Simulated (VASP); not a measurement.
# Mesh, vacuum, cutoff and functional for a few sheets of PtS2, part 4 of 5

Wanted: the error that each setting leaves in the work function or ionisation potential of a few sheets of PtS2.

VASP 6.6.1, plane waves and PAW; the level of theory is named at each step.

So far, highest filled level below the vacuum (eV): step 2 (the base run) 5.72; step 11 (a lower cutoff, ENCUT 210) 5.73; step 12 (a lower cutoff, ENCUT 280) 5.72; step 13 (another smearing width, SIGMA 0.02) 5.72; step 14 (another smearing width, SIGMA 0.4) 5.73.

## Step 15: Another level, functional LDA, disp none

This step: LDA; plane waves and PAW (S, Pt) (VASP 6.6.1).

Beside the numerical settings stands the choice of exchange and correlation.

Input file INCAR:

```
SYSTEM = PtS2
PREC = Normal
ENCUT = 350
EDIFF = 1E-06
NELM = 120
ISMEAR = 0
SIGMA = 0.05
LREAL = .FALSE.
ALGO = Normal
GGA = CA
NBANDS = 28
LORBIT = 11
LWAVE = .FALSE.
LCHARG = .FALSE.
KPAR = 4
IDIPOL = 3
LDIPOL = .TRUE.
DIPOL = 0.5 0.5 0.5
LVHAR = .TRUE.
LVACPOTAV = .TRUE.
```

Input file POSCAR:

```
PtS2
1.0
    3.5432000000      0.0000000000      0.0000000000
   -1.7716000000      3.0685012110      0.0000000000
    0.0000000000      0.0000000000     22.3264152000
S Pt
4 2
Direct
    0.3333333330      0.6666666670      0.6640750460
    0.6666666670      0.3333333330      0.5616127750
    0.3333333330      0.6666666670      0.4383872250
    0.6666666670      0.3333333330      0.3359249540
    0.0000000000      0.0000000000      0.6128439110
    0.0000000000      0.0000000000      0.3871560890
```

Input file KPOINTS:

```
Automatic mesh
0
Gamma
9 9 1
0 0 0
```

The projector-augmented-wave data sets are S and Pt (PBE family, release 64).

The run is started by

```sh
> mpirun -np 4 vasp_std
```

What it wrote:

```text
[banner, memory and clock lines left out]
running    4 mpi-ranks, on    1 nodes
 distrk:  each k-point on    1 cores,    4 groups
 distr:  one band on    1 cores,    1 groups

 POSCAR found type information on POSCAR S Pt
 POSCAR found :  2 types and       6 ions
|                                                                             |
|               ----> ADVICE to this user running VASP <----                  |
|                                                                             |
|     You enforced a specific xc type in the INCAR file but a different       |
|     [... a line on the potential file left out ...]
|     I HOPE YOU KNOW WHAT YOU ARE DOING!                                     |
|                                                                             |

 LDA part: xc-table for (Slater(with rela. corr.)+CA(PZ))
 , standard interpolation
 POSCAR, INCAR and KPOINTS ok, starting setup
 FFT: planning ... GRIDC
 FFT: planning ... GRID_SOFT
 FFT: planning ... GRID
 WAVECAR not read
 entering main loop
       N       E                     dE             d eps       ncg     rms          rms(c)
DAV:   1     0.280692694915E+03    0.28069E+03   -0.14915E+04   672   0.945E+02
DAV:   2    -0.119223799428E+02   -0.29262E+03   -0.28396E+03   920   0.224E+02
DAV:   3    -0.385102420087E+02   -0.26588E+02   -0.25827E+02   828   0.744E+01
DAV:   4    -0.393152087243E+02   -0.80497E+00   -0.80158E+00   884   0.139E+01
DAV:   5    -0.393366891687E+02   -0.21480E-01   -0.21368E-01   860   0.221E+00    0.286E+01
DAV:   6    -0.366408506158E+02    0.26958E+01   -0.16990E+01   736   0.323E+01    0.175E+01
DAV:   7    -0.362998643974E+02    0.34099E+00   -0.41721E+00   724   0.173E+01    0.636E+00
DAV:   8    -0.361725131492E+02    0.12735E+00   -0.30704E-01   760   0.420E+00    0.192E+00
DAV:   9    -0.361509440972E+02    0.21569E-01   -0.89079E-02   776   0.236E+00    0.485E-01
DAV:  10    -0.361517191502E+02   -0.77505E-03   -0.81318E-03   820   0.511E-01    0.603E-01
DAV:  11    -0.361525871353E+02   -0.86799E-03   -0.22918E-03   788   0.317E-01    0.867E-01
DAV:  12    -0.361617199640E+02   -0.91328E-02   -0.19422E-02   756   0.591E-01    0.221E+00
DAV:  13    -0.361691671828E+02   -0.74472E-02   -0.50349E-03   852   0.310E-01    0.310E+00
DAV:  14    -0.361640097764E+02    0.51574E-02   -0.17675E-03   736   0.170E-01    0.260E+00
DAV:  15    -0.361551736722E+02    0.88361E-02   -0.10870E-01   744   0.133E+00    0.149E+00
DAV:  16    -0.361533639491E+02    0.18097E-02   -0.31501E-03   732   0.276E-01    0.106E+00
DAV:  17    -0.361517942722E+02    0.15697E-02   -0.37637E-03   740   0.256E-01    0.236E-01
DAV:  18    -0.361517274152E+02    0.66857E-04   -0.62413E-04   860   0.106E-01    0.375E-02
DAV:  19    -0.361517340484E+02   -0.66332E-05   -0.33529E-05   732   0.271E-02    0.128E-02
DAV:  20    -0.361517474980E+02   -0.13450E-04   -0.14568E-05   776   0.163E-02    0.329E-02
DAV:  21    -0.361517517623E+02   -0.42642E-05   -0.23560E-06   544   0.663E-03    0.183E-02
DAV:  22    -0.361517586882E+02   -0.69260E-05   -0.44636E-06   648   0.766E-03    0.716E-04
DAV:  23    -0.361517598892E+02   -0.12009E-05   -0.32841E-07   516   0.243E-03    0.290E-03
DAV:  24    -0.361517600490E+02   -0.15984E-06   -0.24211E-08   440   0.858E-04
 [... a notice as in an earlier step ...]

   1 F= -.36151760E+02 E0= -.36151760E+02  d E =-.155966E-10
```

Wall time 15 s (4 MPI ranks of Intel Xeon Platinum 8259CL at 2.50GHz (Skylake/Cascade Lake), shared host); peak memory 0.67 GiB.

Parts of OUTCAR (step 15):

```text
   NELECT =      44.0000    total number of electrons

 E-fermi :  -0.1509

 k-point     1 :       0.0000    0.0000    0.0000
  band No.  band energies     occupation
    ...
     18      -1.4641      2.00000
     19      -1.4641      2.00000
     20      -1.3672      2.00000
     21      -1.3672      2.00000
     22      -0.7372      2.00000
     23       2.3784      0.00000
     24       2.3784      0.00000
     25       2.6192      0.00000
     26       2.6193      0.00000
     27       4.4292      0.00000
    ...

  Total        2.5484335      2.5484335      2.9788292      0.0000000      0.0000000      0.0000000
  in kB       16.8206555     16.8206555     19.6614355      0.0000000      0.0000000      0.0000000
  external PRESSURE =      17.7675822 kB  Pullay stress =       0.0000000 kB

 POSITION                                       TOTAL-FORCE (eV/Angst)
 -----------------------------------------------------------------------------------
     -0.00000      2.04567     14.82642        -0.000000     -0.000000      0.847320
      1.77160      1.02283     12.53880        -0.000000      0.000000     -0.822043
     -0.00000      2.04567      9.78762         0.000000     -0.000000      0.822043
      1.77160      1.02283      7.50000         0.000000      0.000000     -0.847320
      0.00000      0.00000     13.68261         0.000000      0.000000     -0.157626
      0.00000      0.00000      8.64381        -0.000000      0.000000      0.157626
 -----------------------------------------------------------------------------------
    total drift:                                0.000000      0.000000      0.000000

  FREE ENERGIE OF THE ION-ELECTRON SYSTEM (eV)
  ---------------------------------------------------
  free  energy   TOTEN  =       -36.1517600490 eV

  energy  without entropy=      -36.1517600490  energy(sigma->0) =      -36.15176005

 vacuum level on the upper side and lower side of the slab         5.559         5.559

[... 9 parts as in an earlier step ...]

[... 9 further parts left out ...]
```

The PAW data sets were made with PBE, though LDA sets exist; this is a small mismatch.

This step gave:

| Quantity | Value |
| --- | --- |
| electronic cycles | 24 |
| free energy (TOTEN) | -36.15 eV |
| Fermi energy | -0.1509 eV |
| vacuum levels | 5.559, 5.559 eV |
| ionisation potentials of the upper and lower face | 5.926, 5.926 eV |
| electron affinities of the upper and lower face | 4.792, 4.792 eV |
| highest filled level below the vacuum | 5.926 eV |
| gap on the k-mesh | 1.134 eV |
| least direct gap on the k-mesh | 1.394 eV |

Force by atom:

| atom | x (eV/Å) | y (eV/Å) | z (eV/Å) | size |
| --- | --- | --- | --- | --- |
| S1 | 0.000 | 0.000 | 0.847 | 0.847 |
| S2 | 0.000 | 0.000 | -0.822 | 0.822 |
| S3 | 0.000 | 0.000 | 0.822 | 0.822 |
| S4 | 0.000 | 0.000 | -0.847 | 0.847 |
| Pt5 | 0.000 | 0.000 | -0.158 | 0.158 |
| Pt6 | 0.000 | 0.000 | 0.158 | 0.158 |

Against the base run its depth below the vacuum changes by +0.20 eV.

## Step 16: Another level, functional PBEsol, disp none

This step: PBEsol; plane waves and PAW (S, Pt) (VASP 6.6.1).

INCAR, as its differences from that of step 15:

```diff
@@ -9,3 +9,3 @@
 ALGO = Normal
-GGA = CA
+GGA = PS
 NBANDS = 28
```

POSCAR is that of step 15.

KPOINTS is that of step 15.

The run is started by

```sh
> mpirun -np 4 vasp_std
```

What it wrote:

```text
[banner, memory and clock lines left out]
running    4 mpi-ranks, on    1 nodes
[...]
[... a notice as in an earlier step ...]

 LDA part: xc-table for (Slater+PW92), standard interpolation
 POSCAR, INCAR and KPOINTS ok, starting setup
[...]
entering main loop
       N       E                     dE             d eps       ncg     rms          rms(c)
DAV:   1     0.282440327221E+03    0.28244E+03   -0.14919E+04   672   0.945E+02
DAV:   2    -0.981087350112E+01   -0.29225E+03   -0.28352E+03   928   0.224E+02
DAV:   3    -0.357873634646E+02   -0.25976E+02   -0.25202E+02   800   0.737E+01
DAV:   4    -0.366048125838E+02   -0.81745E+00   -0.81444E+00   896   0.138E+01
[...]
DAV:  20    -0.337785399180E+02    0.50568E-05   -0.73831E-06   748   0.111E-02    0.373E-02
DAV:  21    -0.337785382623E+02    0.16557E-05   -0.55760E-06   764   0.957E-03    0.447E-03
DAV:  22    -0.337785383239E+02   -0.61618E-07   -0.26568E-07   408   0.259E-03
 [... a notice as in an earlier step ...]

   1 F= -.33778538E+02 E0= -.33778538E+02  d E =-.491653E-17
```

Run time: 15 s. Hardware: 4 MPI ranks; peak memory 0.74 GiB; 59 s of CPU time.

Parts of OUTCAR (step 16):

```text
  Total        3.7908945      3.7908945      3.8820700      0.0000000     -0.0000000      0.0000000
  in kB       25.0213836     25.0213836     25.6231773      0.0000000     -0.0000000      0.0000000
  external PRESSURE =      25.2219815 kB  Pullay stress =       0.0000000 kB

 POSITION                                       TOTAL-FORCE (eV/Angst)
 -----------------------------------------------------------------------------------
     -0.00000      2.04567     14.82642        -0.000000      0.000000      0.977230
      1.77160      1.02283     12.53880        -0.000000     -0.000000     -0.866173
     -0.00000      2.04567      9.78762         0.000000      0.000000      0.866173
      1.77160      1.02283      7.50000         0.000000     -0.000000     -0.977230
      0.00000      0.00000     13.68261        -0.000000      0.000000     -0.142741
      0.00000      0.00000      8.64381        -0.000000      0.000000      0.142741
 -----------------------------------------------------------------------------------
    total drift:                                0.000000      0.000000      0.000000

  FREE ENERGIE OF THE ION-ELECTRON SYSTEM (eV)
  ---------------------------------------------------
  free  energy   TOTEN  =       -33.7785383239 eV

  energy  without entropy=      -33.7785383239  energy(sigma->0) =      -33.77853832

[... 2 parts as in an earlier step ...]

[... 1 further part left out ...]
[key lines of the parts left out:]
E-fermi :   0.0810
```

The PAW data sets were made with PBE, which is usual practice but a small mismatch for other functionals.

Against the base run its depth below the vacuum changes by +0.01 eV.

## Step 17: Another level, functional RPBE, disp none

This step: RPBE; plane waves and PAW (S, Pt) (VASP 6.6.1).

INCAR, as its differences from that of step 16:

```diff
@@ -9,3 +9,3 @@
 ALGO = Normal
-GGA = PS
+GGA = RP
 NBANDS = 28
```

POSCAR is that of step 16.

KPOINTS is that of step 16.

The run is started by

```sh
> mpirun -np 4 vasp_std
```

What it wrote:

```text
[... set-up lines as in an earlier step ...]
 entering main loop
       N       E                     dE             d eps       ncg     rms          rms(c)
DAV:   1     0.287406762856E+03    0.28741E+03   -0.14916E+04   672   0.945E+02
DAV:   2    -0.422771174809E+01   -0.29163E+03   -0.28249E+03   932   0.223E+02
DAV:   3    -0.298239398575E+02   -0.25596E+02   -0.24788E+02   788   0.730E+01
DAV:   4    -0.306319955810E+02   -0.80806E+00   -0.80526E+00   896   0.138E+01
[...]
DAV:  21    -0.279458609441E+02    0.12599E-04   -0.18595E-05   784   0.179E-02    0.384E-02
DAV:  22    -0.279458580279E+02    0.29162E-05   -0.55183E-06   740   0.996E-03    0.922E-03
DAV:  23    -0.279458577085E+02    0.31942E-06   -0.41117E-07   424   0.309E-03
 [... a notice as in an earlier step ...]

   1 F= -.27945858E+02 E0= -.27945858E+02  d E =-.228036E-14
```

It took 16 s on 4 MPI ranks; peak memory 0.74 GiB; 60 s of CPU time.

Parts of OUTCAR (step 17):

```text
  Total        9.0899643      9.0899643      7.6716963      0.0000000     -0.0000000      0.0000000
  in kB       59.9973123     59.9973123     50.6361904      0.0000000     -0.0000000      0.0000000
  external PRESSURE =      56.8769383 kB  Pullay stress =       0.0000000 kB

 POSITION                                       TOTAL-FORCE (eV/Angst)
 -----------------------------------------------------------------------------------
     -0.00000      2.04567     14.82642        -0.000000      0.000000      1.589129
      1.77160      1.02283     12.53880        -0.000000      0.000000     -1.208241
     -0.00000      2.04567      9.78762         0.000000      0.000000      1.208241
      1.77160      1.02283      7.50000         0.000000      0.000000     -1.589129
      0.00000      0.00000     13.68261        -0.000000      0.000000     -0.090606
      0.00000      0.00000      8.64381        -0.000000      0.000000      0.090606
 -----------------------------------------------------------------------------------
    total drift:                                0.000000      0.000000      0.000000

  FREE ENERGIE OF THE ION-ELECTRON SYSTEM (eV)
  ---------------------------------------------------
  free  energy   TOTEN  =       -27.9458577085 eV

  energy  without entropy=      -27.9458577085  energy(sigma->0) =      -27.94585771

[... 2 parts as in an earlier step ...]

[... 1 further part left out ...]
[key lines of the parts left out:]
E-fermi :   0.1606
```

Against the base run its depth below the vacuum changes by -0.07 eV.

## Step 18: Another level, functional optB88-vdW, disp nonlocal

This step: optB88-vdW; plane waves and PAW (S, Pt) (VASP 6.6.1).

INCAR, as its differences from that of step 17:

```diff
@@ -9,3 +9,8 @@
 ALGO = Normal
-GGA = RP
+GGA = BO
+AGGAC = 0
+LUSE_VDW = .TRUE.
+PARAM1 = 0.1833333333
+PARAM2 = 0.22
+LASPH = .TRUE.
 NBANDS = 28
```

POSCAR is that of step 17.

KPOINTS is that of step 17.

The run is started by

```sh
> mpirun -np 4 vasp_std
```

What it wrote:

```text
[banner, memory and clock lines left out]
running    4 mpi-ranks, on    1 nodes
[...]
|                                                                             |
|               ----> ADVICE to this user running VASP <----                  |
|                                                                             |
|     You have switched on vdW-DFT.                                           |
|     This routine was written and supplied by Jiri Klimes. We recommend      |
|     that you carefully read and cite the following publications:            |
|       J. Klimes, D.R. Bowler, A. Michelides                                 |
|          J. Phys.: Cond Matt. 22 022201 (2010)                              |
|       J. Klimes, D.R. Bowler, A. Michelides                                 |
|          Phys. Rev. B. 83, 195131 (2011)                                    |
|     and references therein.                                                 |
|                                                                             |

 [... a notice as in an earlier step ...]

 LDA part: xc-table for (Slater+PW92), standard interpolation
 POSCAR, INCAR and KPOINTS ok, starting setup
[...]
entering main loop
       N       E                     dE             d eps       ncg     rms          rms(c)
DAV:   1     0.294174709942E+03    0.29417E+03   -0.14853E+04   672   0.945E+02
DAV:   2     0.592440970314E+01   -0.28825E+03   -0.27805E+03   908   0.221E+02
DAV:   3    -0.207546613255E+02   -0.26679E+02   -0.25883E+02   804   0.742E+01
DAV:   4    -0.215870692717E+02   -0.83241E+00   -0.82869E+00   896   0.141E+01
[...]
DAV:  28    -0.188023932295E+02    0.44421E-05   -0.19179E-06   480   0.118E-02    0.718E-04
DAV:  29    -0.188023960952E+02   -0.28657E-05   -0.23121E-06   488   0.112E-02    0.570E-04
DAV:  30    -0.188023969081E+02   -0.81285E-06   -0.14781E-06   480   0.810E-03
 [... a notice as in an earlier step ...]

   1 F= -.18802397E+02 E0= -.18802397E+02  d E =-.259960E-13
```

Elapsed: 2 min, on 4 MPI ranks; peak memory 1.5 GiB.

Parts of OUTCAR (step 18):

```text
  Total        8.3458258      8.3458258      7.3948345      0.0000000      0.0000000     -0.0000000
  in kB       55.0857079     55.0857079     48.8087942      0.0000000      0.0000000     -0.0000000
  external PRESSURE =      52.9934034 kB  Pullay stress =       0.0000000 kB

 POSITION                                       TOTAL-FORCE (eV/Angst)
 -----------------------------------------------------------------------------------
     -0.00000      2.04567     14.82642        -0.000000      0.000000      1.743716
      1.77160      1.02283     12.53880         0.000000      0.000000     -1.593836
     -0.00000      2.04567      9.78762        -0.000000     -0.000000      1.593836
      1.77160      1.02283      7.50000        -0.000000      0.000000     -1.743716
      0.00000      0.00000     13.68261         0.000000     -0.000000     -0.171861
      0.00000      0.00000      8.64381        -0.000000      0.000000      0.171861
 -----------------------------------------------------------------------------------
    total drift:                               -0.000000      0.000000      0.000000

  FREE ENERGIE OF THE ION-ELECTRON SYSTEM (eV)
  ---------------------------------------------------
  free  energy   TOTEN  =       -18.8023969081 eV

  energy  without entropy=      -18.8023969081  energy(sigma->0) =      -18.80239691

[... 2 parts as in an earlier step ...]

[... 1 further part left out ...]
[key lines of the parts left out:]
E-fermi :  -0.1262
```

Against the base run its depth below the vacuum changes by +0.26 eV.

## Step 19: Another level, functional r2SCAN, disp none

This step: r2SCAN; plane waves and PAW (S, Pt) (VASP 6.6.1).

INCAR, as its differences from that of step 18:

```diff
@@ -9,7 +9,3 @@
 ALGO = Normal
-GGA = BO
-AGGAC = 0
-LUSE_VDW = .TRUE.
-PARAM1 = 0.1833333333
-PARAM2 = 0.22
+METAGGA = R2SCAN
 LASPH = .TRUE.
```

POSCAR is that of step 18.

KPOINTS is that of step 18.

The run is started by

```sh
> mpirun -np 4 vasp_std
```

What it wrote:

```text
[banner, memory and clock lines left out]
running    4 mpi-ranks, on    1 nodes
[...]
[... a notice as in an earlier step ...]

 LDA part: xc-table for (None), standard interpolation
 POSCAR, INCAR and KPOINTS ok, starting setup
[...]
entering main loop
       N       E                     dE             d eps       ncg     rms          rms(c)
DAV:   1     0.171621845700E+03    0.17162E+03   -0.15133E+04   672   0.954E+02
DAV:   2    -0.124662598748E+03   -0.29628E+03   -0.28762E+03   916   0.228E+02
DAV:   3    -0.150672839375E+03   -0.26010E+02   -0.25191E+02   804   0.743E+01
DAV:   4    -0.151459202658E+03   -0.78636E+00   -0.78250E+00   892   0.137E+01
[...]
DAV:  17    -0.137440614459E+03   -0.14788E-04   -0.67850E-06   788   0.161E-02    0.496E-02
DAV:  18    -0.137440630251E+03   -0.15793E-04   -0.17654E-05   848   0.223E-02    0.873E-03
DAV:  19    -0.137440629982E+03    0.26916E-06   -0.79952E-07   484   0.740E-03
 [... a notice as in an earlier step ...]

   1 F= -.13744063E+03 E0= -.13744063E+03  d E =-.256047E-16
```

The job ended after 40 s (4 MPI ranks; peak memory 0.75 GiB; 2.6 min of CPU time).

Parts of OUTCAR (step 19):

```text
  Total        5.6134795      5.6134795      6.0949557      0.0000000      0.0000000      0.0000000
  in kB       37.0511559     37.0511559     40.2290869      0.0000000      0.0000000      0.0000000
  external PRESSURE =      38.1104662 kB  Pullay stress =       0.0000000 kB

 POSITION                                       TOTAL-FORCE (eV/Angst)
 -----------------------------------------------------------------------------------
     -0.00000      2.04567     14.82642         0.000000     -0.000000      1.388526
      1.77160      1.02283     12.53880         0.000000      0.000000     -1.158490
     -0.00000      2.04567      9.78762         0.000000      0.000000      1.158490
      1.77160      1.02283      7.50000        -0.000000      0.000000     -1.388526
      0.00000      0.00000     13.68261         0.000000     -0.000000     -0.142755
      0.00000      0.00000      8.64381         0.000000      0.000000      0.142755
 -----------------------------------------------------------------------------------
    total drift:                                0.000000      0.000000      0.000000

  FREE ENERGIE OF THE ION-ELECTRON SYSTEM (eV)
  ---------------------------------------------------
  free  energy   TOTEN  =      -137.4406299822 eV

  energy  without entropy=     -137.4406299822  energy(sigma->0) =     -137.44062998

[... 2 parts as in an earlier step ...]

[... 1 further part left out ...]
[key lines of the parts left out:]
E-fermi :  -0.1235
```

Against the base run its depth below the vacuum changes by +0.24 eV.

## Step 20: Side by side

Times are for 4 MPI ranks of Intel Xeon Platinum 8259CL at 2.50GHz (Skylake/Cascade Lake), shared host. The runs compared:

```
no.  functional  highest filled level below the vacuum (eV)   time  memory (GiB)
  1         LDA                                       5.926   15 s          0.67
  2      PBEsol                                       5.733   15 s          0.74
  3        RPBE                                       5.652   16 s          0.74
  4  optB88-vdW                                       5.987  2 min           1.5
  5      r2SCAN                                       5.964   40 s          0.75
```

[end of part 4 of 5]

[Lines on the potential files, build, host, timing and source positions are cut from VASP's logs without a mark.]

[Logs are printed without paths, hosts, clocks, repeated set-up lines and the standing remarks that a program may print on its own settings, such as how far it seeks lower states.]

[Hosts, paths, dates, database ids (printed as entryN), source tags and the programs' standing remarks are cut or masked in the printed files.]

[In band tables of VASP the shares of atoms and orbitals are scaled to a sum of 1 inside the atoms' spheres.]

[Runs that stopped without an error message from VASP are left out.]
